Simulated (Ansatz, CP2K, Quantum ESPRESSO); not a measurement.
# One calculation of MoS2, 3 ways

```
Mo S
1.0
     3.18454    0.00000    0.00000
    -1.59227    2.75789    0.00000
     0.00000    0.00000   21.67053
Mo S
2 4
Direct
  0.33333 0.66667 0.85116
  0.66667 0.33333 0.14884
  0.66667 0.33333 0.77963
  0.33333 0.66667 0.07725
  0.66667 0.33333 0.92275
  0.33333 0.66667 0.22037
```

Measurements of this composition are mostly on another form, of space group No. 194.

The cell holds a layer with vacuum beside it, so values per volume hang on the cell's height.

Alike in all runs: task band structure; functional LDA; k mesh 10 × 10 × 2; occupations fermi-dirac, width 0.05 eV; no spin polarisation; no spin-orbit coupling. LDA stands for any of its common fits. Gaps are the smaller of the mesh's and the band path's.

```csv
program and potentials,plane-wave cutoff (eV),notes,band gap (eV),largest force (eV/Å)
"Quantum ESPRESSO, GBRV 1.5 LDA",612,-,1.23,0.376
"CP2K, GTH_POTENTIALS Mo GTH-PADE-q14, S GTH-PADE-q6; TZVP-MOLOPT-PBE-GTH basis",-,atomic basis,1.24,0.053
"Ansatz, all-electron LAPW, scalar-relativistic",-,-,1.23,0.375
```

Force on atom 3 (S), eV/Å:

| program and potentials | x | y | z |
| --- | --- | --- | --- |
| Quantum ESPRESSO, GBRV 1.5 LDA | 0.000 | 0.000 | 0.376 |
| CP2K, GTH_POTENTIALS Mo GTH-PADE-q14, S GTH-PADE-q6; TZVP-MOLOPT-PBE-GTH basis | 0.000 | 0.000 | 0.049 |
| Ansatz, all-electron LAPW, scalar-relativistic | 0.000 | 0.000 | 0.375 |

The band gap spans 1.23 (Quantum ESPRESSO, GBRV 1.5 LDA) to 1.24 eV (CP2K, GTH_POTENTIALS Mo GTH-PADE-q14, S GTH-PADE-q6; TZVP-MOLOPT-PBE-GTH basis), with all-electron results at 1.23. The paths' points differ, which is worth about 0.01 eV. Rows in atomic bases carry the error of their basis and grid, which can be large.

The functional is the same throughout but for its coding, so the spread measures potentials, basis and numerics; runs on potential files found faulty are left out.
